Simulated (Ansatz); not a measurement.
# Ir(111) / 1 layer Au(111) / Ir(111): resistance against film thickness, part 2 of 2

How does the resistance across the layers grow with the film in Ir(111) / 1 layer Au(111) / Ir(111)?

Ansatz 0.2.0; Ansatz plane-wave DFT, PBE, PAW files; ballistic transport by layer matching (Landauer), zero bias.

So far. Step 2 (With 1 layer): The lead's potential steps by 12 meV from period to period, small in itself. The program estimates the junction's conductance to 5.9 % from the k-mesh, 0.1 % from the leads' distance from neutral and 4.1 % from their steps. Step 3 (With 3 layers, k-mesh 16×16×1, film layers 3): The conductance of the junction is 5.8e14 S/m², 42 % under the 1.0e15 S/m² of the last finished run.

## 4. With 5 layers, k-mesh 16×16×1, film layers 5

The stack now holds 5 film layers; the k-mesh follows the cell, and the energies span -0.27 to 0.27 eV.

System of this step: Ir(111) / 5 layers Au(111) / Ir(111). The cell holds 13 atoms: 8 Ir and 5 Au. Its edges and angles: a = 2.715 Å, b = 2.715 Å, c = 31.056 Å, α = 92.5°, β = 87.5°, γ = 120.0°. It derives from Ir and Au. Regions: lead, 8 atoms (8 Ir); films, 5 atoms (5 Au). The structure is stacked along c, and the current runs across the ab planes.

File input.yaml:

```yaml
crystal:
  lattice:
    - [2.7148657757, 0.0, 0.0]
    - [-1.3574328878, 2.3511427296, 0.0]
    - [1.3574328878, -0.7837142432, 31.0166742168]
  atoms:
    - { symbol: Ir, position: [0.9880887798, 0.0119112202, 0.0357336607] }
    - { symbol: Ir, position: [0.2975996727, 0.7024003273, 0.107200982] }
    - { symbol: Ir, position: [0.6071105655, 0.3928894345, 0.1786683034] }
    - { symbol: Ir, position: [0.9166214584, 0.0833785416, 0.2501356247] }
    - { symbol: Au, position: [0.2237681906, 0.7762318094, 0.3286954283] }
    - { symbol: Au, position: [0.5285507619, 0.4714492381, 0.4143477142] }
    - { symbol: Au, position: [0.8333333333, 0.1666666667, 0.5] }
    - { symbol: Au, position: [0.1381159047, 0.8618840953, 0.5856522858] }
    - { symbol: Au, position: [0.4428984761, 0.5571015239, 0.6713045717] }
    - { symbol: Ir, position: [0.7500452082, 0.2499547918, 0.7498643753] }
    - { symbol: Ir, position: [0.0595561011, 0.9404438989, 0.8213316966] }
    - { symbol: Ir, position: [0.369066994, 0.630933006, 0.892799018] }
    - { symbol: Ir, position: [0.6785778869, 0.3214221131, 0.9642663393] }
kpoints:
  mp_grid: { grid: [16, 16, 1] }
hamiltonian:
  xc: pbe
scf:
  occupations: { method: fermi_dirac, width: 0.1 }
output:
  transmission:
    leads: [[0, 1]]
    kmesh: [30, 30]
    e_range: [-0.27, 0.27]
    de: 0.036
  write_potential: true
  write_density: true
  volumetric_format: npy
```

Launch:

```bash
ansatz run input.yaml --threads 4 --pin off --max-ram 8192MiB --backend cpu --events-out ev --progress --plain --runs-dir out
```

Numbers of over 12 decimals in the logs are rounded to 6 here.

Output:

```text
[...]
Crystal: 13 atoms, lattice volume = 197.981 Å³
Basis set: ecut = 420 eV, 3895 PW (Γ)
Bands: 139, of which v1, the nominal top of the filled ones, is band 116 counted from 1 (115 counted from 0)
Symmetry: 4 space group operations
k-points: 73 of 256
[...]
--- Transmission ---
  basis      : 55 plane waves across, 50 finite elements along
  points     : 241, standing for a mesh of 30 x 30
[...]
filled         : 11.3 meV under the level at which it is neutral
    channels       : 1.562222e0 a spin
[...]
slowest decay  : 0.0453 /Å at (0.3333, 0.3333)
  junction   : crystal 0 to crystal 0, 0.70 to 29.50 Å
    transmission   : 4.501556e-1 a spin
[...]
resistance     : 1.3029e-3 Ω µm² beyond half of each lead's own
[key lines of the parts left out:]
SCF converged after 11 iterations
Free energy (F): -161227.790281 eV
Fermi energy:    23.616728 eV
```

Wall time 3 min (4 threads of Arm Neoverse V2, shared host); peak memory 1.7 GiB.

Numbers from this step:

* free energy: -161227.7903 eV
* energy at zero smearing: -161227.6327 eV
* Fermi energy: 23.62 eV
* step of the lead's potential: 8.8 meV
* conductance of the junction: 5.49e14 S/m²
* junction conductance per cell: 0.4522 G₀
* estimated errors of the junction's conductance: 0.4, 0.8, 7, 6.7, 0.4 % (energy step, band edges, k-mesh, leads' steps, distance from neutral)
* area resistance that the stack adds (contact term taken off, spin by spin): 1.303 fΩ m²

Per spin. Table of transmission, zone mean by energy, zero at the Fermi level:

```tsv
energy (eV)	transmission, zone mean
-0.270	0.422
-0.234	0.426
-0.198	0.411
-0.162	0.417
-0.126	0.442
-0.090	0.443
-0.054	0.446
-0.018	0.455
0.018	0.450
0.054	0.455
0.090	0.477
0.126	0.487
0.162	0.481
0.198	0.483
0.234	0.482
0.270	0.474
```

The conductance of the junction is 5.5e14 S/m², 4.9 % under the 5.8e14 S/m² of the last finished run, within the error estimates, leads' steps apart, of 6.7 and 7 %.

## 5. With 7 layers, k-mesh 16×16×1, film layers 7

The stack now holds 7 film layers; the k-mesh follows the cell, and the energies span -0.27 to 0.27 eV.

System of this step: Ir(111) / 7 layers Au(111) / Ir(111). The cell holds 15 atoms: 8 Ir and 7 Au. Its edges and angles: a = 2.715 Å, b = 2.715 Å, c = 36.330 Å, α = 90.0°, β = 90.0°, γ = 120.0°. It derives from Ir and Au. Regions: lead, 8 atoms (8 Ir); films, 7 atoms (7 Au). The structure is stacked along c, and the current runs across the ab planes.

input.yaml, the sections that differ from step 4:

```yaml
crystal:
  lattice:
    - [2.7148657757, 0.0, 0.0]
    - [-1.3574328878, 2.3511427296, 0.0]
    - [0.0, 0.0, 36.3299723083]
  atoms:
    - { symbol: Ir, position: [0.0, 0.0, 0.0305075738] }
    - { symbol: Ir, position: [0.3333333333, 0.6666666667, 0.0915227214] }
    - { symbol: Ir, position: [0.6666666667, 0.3333333333, 0.1525378691] }
    - { symbol: Ir, position: [0.0, 0.0, 0.2135530167] }
    - { symbol: Au, position: [0.3333333333, 0.6666666667, 0.2806233633] }
    - { symbol: Au, position: [0.6666666667, 0.3333333333, 0.3537489089] }
    - { symbol: Au, position: [0.0, 0.0, 0.4268744544] }
    - { symbol: Au, position: [0.3333333333, 0.6666666667, 0.5] }
    - { symbol: Au, position: [0.6666666667, 0.3333333333, 0.5731255456] }
    - { symbol: Au, position: [0.0, 0.0, 0.6462510911] }
    - { symbol: Au, position: [0.3333333333, 0.6666666667, 0.7193766367] }
    - { symbol: Ir, position: [0.6666666667, 0.3333333333, 0.7864469833] }
    - { symbol: Ir, position: [0.0, 0.0, 0.8474621309] }
    - { symbol: Ir, position: [0.3333333333, 0.6666666667, 0.9084772786] }
    - { symbol: Ir, position: [0.6666666667, 0.3333333333, 0.9694924262] }
# kpoints, hamiltonian, scf, output: as in step 4
```

Output:

```text
[...]
Crystal: 15 atoms, lattice volume = 231.896 Å³
Basis set: ecut = 420 eV, 4579 PW (Γ)
Bands: 162, of which v1, the nominal top of the filled ones, is band 135 counted from 1 (134 counted from 0)
Symmetry: 12 space group operations
[...]
k-points: 30 of 256
[...]
--- Transmission ---
  basis      : 55 plane waves across, 60 finite elements along
  points     : 91, standing for a mesh of 30 x 30
[...]
filled         : 6.6 meV under the level at which it is neutral
    channels       : 1.588889e0 a spin
[...]
slowest decay  : 0.0392 /Å at (0.3333, 0.3333)
  junction   : crystal 0 to crystal 0, 0.70 to 34.81 Å
    transmission   : 4.462074e-1 a spin
[...]
resistance     : 1.3362e-3 Ω µm² beyond half of each lead's own
[key lines of the parts left out:]
SCF converged after 11 iterations
Free energy (F): -187526.148058 eV
Fermi energy:    23.209755 eV
```

Run time: 66 s. Hardware: 4 threads; peak memory 1.5 GiB; 3.7 min of CPU time.

Numbers from this step:

```yaml
free_energy: -187526.1481 eV
energy_at_zero_smearing: -187525.9790 eV
fermi_energy: 23.21 eV
conductance_of_the_junction: 5.39e14 S/m²
junction_conductance_per_cell: 0.4441 G₀
estimated_errors_of_the_junction_s_conductance: 0.3, 0, 7.2, 11.3, 0.3 % (energy step, band edges, k-mesh, leads' steps, distance from neutral)
area_resistance_that_the_stack_adds_contact_term_taken_off_spin_by_spin: 1.336 fΩ m²
```

Per spin. The transmission, zone mean by energy, zero at the Fermi level:

```tsv
energy (eV)	transmission, zone mean
-0.270	0.418
-0.234	0.401
-0.198	0.421
-0.162	0.423
-0.126	0.440
-0.090	0.438
-0.054	0.429
-0.018	0.442
0.018	0.446
0.054	0.457
0.090	0.468
0.126	0.476
0.162	0.489
0.198	0.492
0.234	0.488
0.270	0.490
```

The conductance of the junction is 5.4e14 S/m², 1.8 % under the 5.5e14 S/m² of the last finished run, within the error estimates, leads' steps apart, of 7 and 7.2 %. The estimate from the leads' steps, 11 %, is larger still.

## 6. With 9 layers, k-mesh 16×16×1, film layers 9

The stack now holds 9 film layers; the k-mesh follows the cell, and the energies span -0.27 to 0.27 eV.

System of this step: Ir(111) / 9 layers Au(111) / Ir(111). The cell holds 17 atoms: 8 Ir and 9 Au. Its edges and angles: a = 2.715 Å, b = 2.715 Å, c = 41.673 Å, α = 88.1°, β = 91.9°, γ = 120.0°. It derives from Ir and Au. Regions: lead, 8 atoms (8 Ir); films, 9 atoms (9 Au). The structure is stacked along c, and the current runs across the ab planes.

File input.yaml:

```yaml
crystal:
  lattice:
    - [2.7148657757, 0.0, 0.0]
    - [-1.3574328878, 2.3511427296, 0.0]
    - [-1.3574328878, 0.7837142432, 41.6432703997]
  atoms:
    - { symbol: Ir, position: [0.008871696, 0.991128304, 0.0266150881] }
    - { symbol: Ir, position: [0.3599484215, 0.6400515785, 0.0798452644] }
    - { symbol: Ir, position: [0.7110251469, 0.2889748531, 0.1330754407] }
    - { symbol: Ir, position: [0.0621018723, 0.9378981277, 0.1863056169] }
    - { symbol: Au, position: [0.4149394682, 0.5850605318, 0.2448184045] }
    - { symbol: Au, position: [0.7695379345, 0.2304620655, 0.3086138034] }
    - { symbol: Au, position: [0.1241364007, 0.8758635993, 0.3724092022] }
    - { symbol: Au, position: [0.478734867, 0.521265133, 0.4362046011] }
    - { symbol: Au, position: [0.8333333333, 0.1666666667, 0.5] }
    - { symbol: Au, position: [0.1879317996, 0.8120682004, 0.5637953989] }
    - { symbol: Au, position: [0.5425302659, 0.4574697341, 0.6275907978] }
    - { symbol: Au, position: [0.8971287322, 0.1028712678, 0.6913861966] }
    - { symbol: Au, position: [0.2517271985, 0.7482728015, 0.7551815955] }
    - { symbol: Ir, position: [0.6045647944, 0.3954352056, 0.8136943831] }
    - { symbol: Ir, position: [0.9556415198, 0.0443584802, 0.8669245593] }
    - { symbol: Ir, position: [0.3067182452, 0.6932817548, 0.9201547356] }
    - { symbol: Ir, position: [0.6577949706, 0.3422050294, 0.9733849119] }
kpoints:
  mp_grid: { grid: [16, 16, 1] }
hamiltonian:
  xc: pbe
scf:
  occupations: { method: fermi_dirac, width: 0.1 }
output:
  transmission:
    leads: [[0, 1]]
    kmesh: [30, 30]
    e_range: [-0.27, 0.27]
    de: 0.036
  write_potential: true
  write_density: true
  volumetric_format: npy
```

Output:

```text
[...]
Crystal: 17 atoms, lattice volume = 265.811 Å³
Basis set: ecut = 420 eV, 5233 PW (Γ)
Bands: 185, of which v1, the nominal top of the filled ones, is band 154 counted from 1 (153 counted from 0)
Symmetry: 4 space group operations
k-points: 73 of 256
[...]
--- Transmission ---
  basis      : 55 plane waves across, 68 finite elements along
  points     : 241, standing for a mesh of 30 x 30
[...]
filled         : 7.2 meV under the level at which it is neutral
    channels       : 1.575556e0 a spin
[...]
slowest decay  : 0.0403 /Å at (0.3333, 0.3333)
  junction   : crystal 0 to crystal 0, 0.70 to 40.12 Å
    transmission   : 4.467168e-1 a spin
[...]
resistance     : 1.3133e-3 Ω µm² beyond half of each lead's own
[key lines of the parts left out:]
SCF converged after 12 iterations
Free energy (F): -213824.520265 eV
Fermi energy:    22.891263 eV
```

The job ended after 3.5 min (4 threads; peak memory 2.7 GiB).

This step gave:

* free energy: -213824.5203 eV
* energy at zero smearing: -213824.3501 eV
* Fermi energy: 22.89 eV
* step of the lead's potential: 7.8 meV
* conductance of the junction: 5.46e14 S/m²
* junction conductance per cell: 0.4497 G₀
* estimated errors of the junction's conductance: 0.5, 1.3, 7.1, 5.6, 0.3 % (energy step, band edges, k-mesh, leads' steps, distance from neutral)
* area resistance that the stack adds (contact term taken off, spin by spin): 1.313 fΩ m²

Per spin. Transmission, zone mean against energy, zero at the Fermi level:

```tsv
energy (eV)	transmission, zone mean
-0.270	0.422
-0.234	0.403
-0.198	0.405
-0.162	0.415
-0.126	0.437
-0.090	0.439
-0.054	0.433
-0.018	0.450
0.018	0.447
0.054	0.464
0.090	0.475
0.126	0.495
0.162	0.482
0.198	0.480
0.234	0.477
0.270	0.481
```

The conductance of the junction is 5.5e14 S/m², 1.2 % over the 5.4e14 S/m² of the last finished run, within the error estimates, leads' steps apart, of 7.2 and 7.1 %.

## 7. Cost and result by level

Times are for 4 threads of Arm Neoverse V2, shared host. The series side by side:

```tsv
no.	film layers	area resistance that the stack adds (contact term taken off, spin by spin) (fΩ m²)	conductance of the junction (S/m²)	time	memory (GiB)
1	1	0.484	9.97e14	78 s	0.84
2	3	1.213	5.77e14	1.9 min	1.3
3	5	1.303	5.49e14	3 min	1.7
4	7	1.336	5.39e14	66 s	1.5
5	9	1.313	5.46e14	3.5 min	2.7
```

## 8. Outcome

| Property | Result |
| --- | --- |
| area resistance, 1 layer | 0.484 fΩ m² |
| area resistance, 3 layers | 1.21 fΩ m² |
| area resistance, 5 layers | 1.30 fΩ m² |
| area resistance, 7 layers | 1.34 fΩ m² |
| area resistance, 9 layers | 1.31 fΩ m² |

What this shows: The stack adds 0.48 fΩ m² with 1 layer and 1.3 fΩ m² with 9. From 3 layers on no step exceeds the two runs' error estimates together, as expected where only the two interfaces scatter; half the mean, 0.65 fΩ m², is a rough coherent figure for one interface. Atoms sit on ideal sites and aren't relaxed. Spin-orbit coupling is left out, which matters for Au and Ir. Au(111) is compressed by 5.9 % in plane to fit Ir(111). 1 further run is left out: refused by the program, or repeats without effect or without named leads.

[Logs are printed without paths, hosts, clocks, repeated set-up lines and the standing remarks that a program may print on its own settings, such as how far it seeks lower states.]

[Hosts, paths, dates, database ids (printed as entryN), source tags and the programs' standing remarks are cut or masked in the printed files.]
